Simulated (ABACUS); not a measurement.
# SiC (Moissanite 6H) (P6_3mc) in ABACUS: settings compared, part 2 of 2

ABACUS 3.10.1. The steps go on from the part before.

## (4) Single point, PBE+D3

Contents of INPUT:

```
INPUT_PARAMETERS
suffix              SiC
calculation         scf
basis_type          lcao
pseudo_dir          ./
orbital_dir         ./
latname             hexagonal
symmetry            1
dft_functional      pbe
ecutwfc             100
pseudo_rcut         7
nspin               1
nbands              29
ks_solver           genelpa
smearing_method     fd
smearing_sigma      0.00367493
scf_thr             1e-07
scf_nmax            100
mixing_type         broyden
mixing_beta         0.7
cal_force           1
cal_stress          1
vdw_method          d3_0
out_mul             1
out_chg             1
out_pot             2
out_elf             1
```

Contents of STRU:

```
ATOMIC_SPECIES
Si 28.0850 Si.upf
C 12.0110 C.upf

NUMERICAL_ORBITAL
Si_confined-atom_7au_2s2p1d.orb
C_confined-atom_6au_2s2p1d.orb

LATTICE_CONSTANT
5.8487023557

LATTICE_PARAMETERS
4.9014539580

ATOMIC_POSITIONS
Direct

Si
0.0
6
0.6666666667 0.3333333333 0.4583000000 1 1 1
0.3333333333 0.6666666667 0.9583000000 1 1 1
0.6666666667 0.3333333333 0.7917000000 1 1 1
0.3333333333 0.6666666667 0.2917000000 1 1 1
0.0000000000 0.0000000000 0.6250000000 1 1 1
0.0000000000 0.0000000000 0.1250000000 1 1 1

C
0.0
6
0.6666666667 0.3333333333 0.3333000000 1 1 1
0.3333333333 0.6666666667 0.8333000000 1 1 1
0.6666666667 0.3333333333 0.6667000000 1 1 1
0.3333333333 0.6666666667 0.1667000000 1 1 1
0.0000000000 0.0000000000 0.5000000000 1 1 1
0.0000000000 0.0000000000 0.0000000000 1 1 1
```

Contents of KPT:

```
K_POINTS
0
Gamma
10 10 2 0 0 0
```

Potentials or basis: PseudoDojo NC SR 0.4.1 PBE standard, DZP LCAO (the cutoffs set its grid).

On the command line:

```bash
$ OMP_NUM_THREADS=1 mpirun -np 4 abacus > log
```

running log:

```text
ABACUS v3.10.1

               Atomic-orbital Based Ab-initio Computation at UStc

 ------------------------------------------------------------------------------------

 READING GENERAL INFORMATION
                           global_out_dir = OUT.SiC/
                           global_in_card = INPUT
                               pseudo_dir = ./
                              orbital_dir = ./
                                    DSIZE = 4
                                    GSIZE = 1

 READING UNITCELL INFORMATION
                                    ntype = 2
                  lattice constant (Bohr) = 5.8487
              lattice constant (Angstrom) = 3.095

 READING ATOM TYPE 1
                               atom label = Si
                      L=0, number of zeta = 2
                      L=1, number of zeta = 2
                      L=2, number of zeta = 1
             number of atom for this type = 6

 READING ATOM TYPE 2
                               atom label = C
[... 406 lines left out ...]

 charge density convergence is achieved
 final etot is -1676.5274629 eV
 EFERMI = 10.438522151 eV
The vacuum level is 7.2757663461 eV

 STATE ENERGY(eV) AND OCCUPATIONS    NSPIN == 1
 1/28 kpoint (Cartesian) = 0.0000 0.0000 0.0000 (3582 pws)
       1       -5.90666      0.0100000
       2       -5.42859      0.0100000
       3       -5.38215      0.0100000
       4       -3.94044      0.0100000
       5       -3.91132      0.0100000
       6       -2.44865      0.0100000
[... 176 lines left out ...]
      28        13.3140    3.16961e-27
      29        13.9757    5.67190e-33

[... levels at 22 further k points ...]

 correction force for each atom along direction 1 is 1.76826e-15
 correction force for each atom along direction 2 is -1.19176e-15
 correction force for each atom along direction 3 is 7.04090e-07
------------------------------------------------------------------------------------------
 TOTAL-FORCE (eV/Angstrom)
------------------------------------------------------------------------------------------
                       Si1         0.0000000000         0.0000000000         0.0487639411
                       Si2         0.0000000000         0.0000000000         0.0487639411
                       Si3         0.0000000000         0.0000000000         0.0351500495
                       Si4         0.0000000000         0.0000000000         0.0351500495
                       Si5         0.0000000000         0.0000000000         0.0375976979
                       Si6         0.0000000000         0.0000000000         0.0375976979
                        C1         0.0000000000         0.0000000000        -0.0103452138
                        C2         0.0000000000         0.0000000000        -0.0103452138
                        C3         0.0000000000         0.0000000000         0.0314730018
                        C4         0.0000000000         0.0000000000         0.0314730018
                        C5         0.0000000000         0.0000000000        -0.1426394765
                        C6         0.0000000000         0.0000000000        -0.1426394765
------------------------------------------------------------------------------------------

----------------------------------------------------------------
 TOTAL-STRESS (KBAR)
----------------------------------------------------------------
        19.6190559301         0.0000000000         0.0000000000
         0.0000000000        19.6190559301         0.0000000000
         0.0000000000         0.0000000000        27.2932251095
----------------------------------------------------------------
 TOTAL-PRESSURE: 22.177112 KBAR

 --------------------------------------------
 !FINAL_ETOT_IS -1676.5274628643392134 eV
 --------------------------------------------
```

stdout:

```text
ABACUS v3.10.1

               Atomic-orbital Based Ab-initio Computation at UStc

 UNIFORM GRID DIM        : 40 * 40 * 192
 UNIFORM GRID DIM(BIG)   : 8 * 8 * 48
 ---------------------------------------------------------
[... 29 lines left out ...]
----------------------------------------------------------------
 TOTAL-STRESS (KBAR)
----------------------------------------------------------------
        19.6190559301         0.0000000000         0.0000000000
         0.0000000000        19.6190559301         0.0000000000
         0.0000000000         0.0000000000        27.2932251095
----------------------------------------------------------------
 TOTAL-PRESSURE: 22.177112 KBAR
```

mulliken.txt:

```text
 0
CALCULATE THE MULLIkEN ANALYSIS FOR EACH ATOM
 Total charge:	48
Decomposed Mulliken populations
0                             Zeta of Si              Spin 1
s                                      0              1.4356
s                                      1             -0.0397
SUM OVER M+Zeta                                       1.3959

pz                                     0              0.5327
px                                     0              0.5622
py                                     0              0.5388
SUM OVER M                                            1.6337
pz                                     1             -0.0618
px                                     1             -0.0688
py                                     1             -0.0265
SUM OVER M                                           -0.1572
SUM OVER M+Zeta                                       1.4766
[... 309 lines left out ...]
dz^2                                   0              0.0173
dxz                                    0              0.0168
dyz                                    0              0.0129
dx^2-y^2                               0              0.0134
dxy                                    0              0.0182
SUM OVER M                                            0.0786
SUM OVER M+Zeta                                       0.0786

SUM OVER M+Zeta+L                                     4.2658

Total Charge on atom:                  C              4.2658
```

Wall time 22 s (4 MPI ranks of Intel Xeon Platinum 8488C (Sapphire Rapids), shared host); peak memory 0.56 GiB.

Results:

* Free energy: -1676.5275 eV
* Pressure: 2.2 GPa
* Largest force: 0.143 eV/Å
* Band gap on the k mesh: 2.03 eV, indirect (least direct gap 3.15 eV)
* Mulliken charges: Si +0.31, +0.27, +0.23; C -0.26, -0.28, -0.27 e
* Dispersion energy per atom: -0.144 eV

Forces on the atoms (eV/Å):
```
Si   0.000  0.000  0.049
Si   0.000  0.000  0.049
Si   0.000  0.000  0.035
Si   0.000  0.000  0.035
Si   0.000  0.000  0.038
Si   0.000  0.000  0.038
C    0.000  0.000 -0.010
C    0.000  0.000 -0.010
C    0.000  0.000  0.031
C    0.000  0.000  0.031
C    0.000  0.000 -0.143
C    0.000  0.000 -0.143
```

Levels at points of the mesh, in eV from the valence-band top:
| k point | band 21 | band 22 | band 23 | band 24 | band 25 | band 26 | band 27 | band 28 |
| --- | --- | --- | --- | --- | --- | --- | --- | --- |
| (0.00, 0.00, 0.00) | -0.30 | -0.03 | 0.00 | 0.00 | 5.13 | 5.35 | 5.74 | 6.40 |
| (0.50, 0.50, 0.00) | -1.83 | -1.79 | -1.68 | -1.12 | 2.03 | 2.20 | 3.19 | 3.92 |
| (0.00, 0.00, 0.50) | -0.10 | -0.10 | -0.10 | -0.10 | 5.21 | 5.21 | 6.03 | 6.03 |
| (0.50, 0.50, 0.50) | -1.74 | -1.74 | -1.32 | -1.32 | 2.07 | 2.07 | 3.43 | 3.43 |

Caveat: the atomic orbitals were generated for these runs and aren't a published set; Mulliken charges move with the basis; the basis of atomic orbitals isn't converged, which shifts pressures, moduli and gaps.

## (5) Single point, PBE+D3(BJ)

Changes to INPUT since step 4:

```diff
@@ -22,6 +22,3 @@
 cal_stress          1
-vdw_method          d3_0
+vdw_method          d3_bj
 out_mul             1
-out_chg             1
-out_pot             2
-out_elf             1
```

STRU is that of step 4.

KPT is that of step 4.

Potentials or basis: PseudoDojo NC SR 0.4.1 PBE standard, DZP LCAO (the cutoffs set its grid).

On the command line:

```bash
$ OMP_NUM_THREADS=1 mpirun -np 4 abacus > log
```

running log:

```text
ABACUS v3.10.1

               Atomic-orbital Based Ab-initio Computation at UStc

 ------------------------------------------------------------------------------------

 READING GENERAL INFORMATION
                           global_out_dir = OUT.SiC/
                           global_in_card = INPUT
                               pseudo_dir = ./
                              orbital_dir = ./
                                    DSIZE = 4
                                    GSIZE = 1

 READING UNITCELL INFORMATION
                                    ntype = 2
                  lattice constant (Bohr) = 5.8487
              lattice constant (Angstrom) = 3.095

 READING ATOM TYPE 1
                               atom label = Si
                      L=0, number of zeta = 2
                      L=1, number of zeta = 2
                      L=2, number of zeta = 1
             number of atom for this type = 6

 READING ATOM TYPE 2
                               atom label = C
                      L=0, number of zeta = 2
                      L=1, number of zeta = 2
                      L=2, number of zeta = 1
             number of atom for this type = 6

                        TOTAL ATOM NUMBER = 12
DIRECT COORDINATES
    atom                   x                   y                   z     mag                  vx                  vy                  vz
taud_Si1            0.6666666667        0.3333333333        0.4583000000  0.0000        0.0000000000        0.0000000000        0.0000000000
taud_Si2            0.3333333333        0.6666666667        0.9583000000  0.0000        0.0000000000        0.0000000000        0.0000000000
taud_Si3            0.6666666667        0.3333333333        0.7917000000  0.0000        0.0000000000        0.0000000000        0.0000000000
taud_Si4            0.3333333333        0.6666666667        0.2917000000  0.0000        0.0000000000        0.0000000000        0.0000000000
[... 271 lines left out ...]
 E_Harris       -116.2464618940      -1581.6142540981
 E_Fermi        0.7156611427         9.7370693783
----------------------------------------------------------
[... 102 lines left out ...]
 Density error is 5.62340445883e-08
----------------------------------------------------------
     Energy           Rydberg                 eV
----------------------------------------------------------
 E_KohnSham     -123.3577140546      -1678.3678033967
 E_KS(sigma->0) -123.3577140545      -1678.3678033966
 E_Harris       -123.3577137816      -1678.3677996825
 E_band         12.2113718786        166.1442379464
 E_one_elec     33.0963349615        450.2987383935
 E_Hartree      13.9391668364        189.6520943474
 E_xc           -45.1706403656       -614.5780912805
 E_Ewald        -124.9607265734      -1700.1779076182
 E_entropy(-TS) -0.0000000000        -0.0000000002
 E_descf        0.0000000000         0.0000000000
 E_vdwD3        -0.2618489135        -3.5626372387
 E_exx          0.0000000000         0.0000000000
 E_Fermi        0.7672169521         10.4385221510
----------------------------------------------------------

 charge density convergence is achieved
 final etot is -1678.3678034 eV
 EFERMI = 10.438522151 eV

 STATE ENERGY(eV) AND OCCUPATIONS    NSPIN == 1
 1/28 kpoint (Cartesian) = 0.0000 0.0000 0.0000 (3582 pws)
       1       -5.90666      0.0100000
       2       -5.42859      0.0100000
       3       -5.38215      0.0100000
       4       -3.94044      0.0100000
       5       -3.91132      0.0100000
       6       -2.44865      0.0100000
[... 176 lines left out ...]
      28        13.3140    3.16961e-27
      29        13.9757    5.67190e-33

[... levels at 22 further k points ...]

 correction force for each atom along direction 1 is 1.79428e-15
 correction force for each atom along direction 2 is -1.21835e-15
 correction force for each atom along direction 3 is 7.04090e-07
------------------------------------------------------------------------------------------
 TOTAL-FORCE (eV/Angstrom)
------------------------------------------------------------------------------------------
                       Si1         0.0000000000         0.0000000000         0.0423775986
                       Si2         0.0000000000         0.0000000000         0.0423775986
                       Si3         0.0000000000         0.0000000000         0.0359351011
                       Si4         0.0000000000         0.0000000000         0.0359351011
                       Si5         0.0000000000         0.0000000000         0.0376432552
                       Si6         0.0000000000         0.0000000000         0.0376432552
                        C1         0.0000000000         0.0000000000        -0.0103454746
                        C2         0.0000000000         0.0000000000        -0.0103454746
                        C3         0.0000000000         0.0000000000         0.0370350209
                        C4         0.0000000000         0.0000000000         0.0370350209
                        C5         0.0000000000         0.0000000000        -0.1426455012
                        C6         0.0000000000         0.0000000000        -0.1426455012
------------------------------------------------------------------------------------------

----------------------------------------------------------------
 TOTAL-STRESS (KBAR)
----------------------------------------------------------------
        -6.3211507699         0.0000000000         0.0000000000
         0.0000000000        -6.3211507699         0.0000000000
         0.0000000000         0.0000000000         1.9018003583
----------------------------------------------------------------
 TOTAL-PRESSURE: -3.580167 KBAR

 --------------------------------------------
 !FINAL_ETOT_IS -1678.3678033966664316 eV
 --------------------------------------------
```

stdout:

```text
ABACUS v3.10.1

               Atomic-orbital Based Ab-initio Computation at UStc

 UNIFORM GRID DIM        : 40 * 40 * 192
 UNIFORM GRID DIM(BIG)   : 8 * 8 * 48
 ---------------------------------------------------------
[... 29 lines left out ...]
----------------------------------------------------------------
 TOTAL-STRESS (KBAR)
----------------------------------------------------------------
        -6.3211507699         0.0000000000         0.0000000000
         0.0000000000        -6.3211507699         0.0000000000
         0.0000000000         0.0000000000         1.9018003583
----------------------------------------------------------------
 TOTAL-PRESSURE: -3.580167 KBAR
```

Run time: 25 s. Hardware: 4 MPI ranks of Intel Xeon Platinum 8488C (Sapphire Rapids), shared host; peak memory 0.56 GiB.

What came out:

```
Free energy                : -1678.3678 eV
Pressure                   : -0.4 GPa
Largest force              : 0.143 eV/Å
Band gap on the k mesh     : 2.03 eV, indirect (least direct gap 3.15 eV)
Mulliken charges           : Si +0.31, +0.27, +0.23; C -0.26, -0.28, -0.27 e
Dispersion energy per atom : -0.297 eV
```

Forces in eV/Å, atoms in the order of the input:
```
Si   0.000  0.000  0.042
Si   0.000  0.000  0.042
Si   0.000  0.000  0.036
Si   0.000  0.000  0.036
Si   0.000  0.000  0.038
Si   0.000  0.000  0.038
C    0.000  0.000 -0.010
C    0.000  0.000 -0.010
C    0.000  0.000  0.037
C    0.000  0.000  0.037
C    0.000  0.000 -0.143
C    0.000  0.000 -0.143
```

Stress tensor (GPa, compression positive):
```
-0.63  0.00  0.00
 0.00 -0.63  0.00
 0.00  0.00  0.19
```

Levels at points of the mesh, in eV from the valence-band top:
| k point | band 22 | band 23 | band 24 | band 25 | band 26 | band 27 |
| --- | --- | --- | --- | --- | --- | --- |
| (0.00, 0.00, 0.00) | -0.03 | 0.00 | 0.00 | 5.13 | 5.35 | 5.74 |
| (0.50, 0.50, 0.00) | -1.79 | -1.68 | -1.12 | 2.03 | 2.20 | 3.19 |
| (0.00, 0.00, 0.50) | -0.10 | -0.10 | -0.10 | 5.21 | 5.21 | 6.03 |
| (0.50, 0.50, 0.50) | -1.74 | -1.32 | -1.32 | 2.07 | 2.07 | 3.43 |

Caveat: the atomic orbitals were generated for these runs and aren't a published set; Mulliken charges move with the basis; the basis of atomic orbitals isn't converged, which shifts pressures, moduli and gaps.

## (6) Single point, PBE+D3(BJ)+ABC

Changes to INPUT since step 5:

```diff
@@ -23,2 +23,6 @@
 vdw_method          d3_bj
+vdw_abc             1
 out_mul             1
+out_chg             1
+out_pot             2
+out_elf             1
```

STRU is that of step 5.

KPT is that of step 5.

Potentials or basis: PseudoDojo NC SR 0.4.1 PBE standard, DZP LCAO (the cutoffs set its grid).

On the command line:

```bash
$ OMP_NUM_THREADS=1 mpirun -np 4 abacus > log
```

Run time: 33 s. Hardware: 4 MPI ranks of Intel Xeon Platinum 8488C (Sapphire Rapids), shared host; peak memory 0.56 GiB.

It converged, with:

```yaml
Free_energy: -1678.1593 eV
Pressure: 0.2 GPa
Largest_force: 0.143 eV/Å
Band_gap_on_the_k_mesh: 2.03 eV, indirect (least direct gap 3.15 eV)
Mulliken_charges: Si +0.31, +0.27, +0.23; C -0.26, -0.28, -0.27 e
Dispersion_energy_per_atom: -0.280 eV
```

Forces in eV/Å, atoms in the order of the input:
```
Si   0.000  0.000  0.042
Si   0.000  0.000  0.042
Si   0.000  0.000  0.036
Si   0.000  0.000  0.036
Si   0.000  0.000  0.038
Si   0.000  0.000  0.038
C    0.000  0.000 -0.010
C    0.000  0.000 -0.010
C    0.000  0.000  0.037
C    0.000  0.000  0.037
C    0.000  0.000 -0.143
C    0.000  0.000 -0.143
```

Stress tensor (GPa, compression positive):
```
-0.10  0.00  0.00
 0.00 -0.10  0.00
 0.00  0.00  0.72
```

Levels at points of the mesh, in eV from the valence-band top:
| k point | band 21 | band 22 | band 23 | band 24 | band 25 | band 26 | band 27 | band 28 |
| --- | --- | --- | --- | --- | --- | --- | --- | --- |
| (0.00, 0.00, 0.00) | -0.30 | -0.03 | 0.00 | 0.00 | 5.13 | 5.35 | 5.74 | 6.40 |
| (0.50, 0.50, 0.00) | -1.83 | -1.79 | -1.68 | -1.12 | 2.03 | 2.20 | 3.19 | 3.92 |
| (0.00, 0.00, 0.50) | -0.10 | -0.10 | -0.10 | -0.10 | 5.21 | 5.21 | 6.03 | 6.03 |
| (0.50, 0.50, 0.50) | -1.74 | -1.74 | -1.32 | -1.32 | 2.07 | 2.07 | 3.43 | 3.43 |

Caveat: the atomic orbitals were generated for these runs and aren't a published set; Mulliken charges move with the basis; the basis of atomic orbitals isn't converged, which shifts pressures, moduli and gaps. A k mesh can miss the band edges.

## (7) Overview

```csv
level,D2 scale factor,gap on the mesh (eV),pressure (GPa),largest force (eV/Å)
PBE,-,2.03,4.2,0.14
PBE+D2,0.75,2.03,0.7,0.14
PBE+D3,-,2.03,2.2,0.14
PBE+D3(BJ),-,2.03,-0.4,0.14
PBE+D3(BJ)+ABC,-,2.03,0.2,0.14
```

Alike in all rows: task single point; potentials or basis PseudoDojo NC SR 0.4.1 PBE standard, DZP LCAO (the cutoffs set its grid); no spin polarisation; cell as given; k mesh 10 × 10 × 2; cutoff (eV) 1361; smearing fermi-dirac 0.05 eV.

Caveats: the atomic orbitals were generated for these runs and aren't a published set; the basis of atomic orbitals isn't converged, which shifts pressures, moduli and gaps.

Total energies depend on the potentials used, so only differences within one code and one set of settings carry meaning.
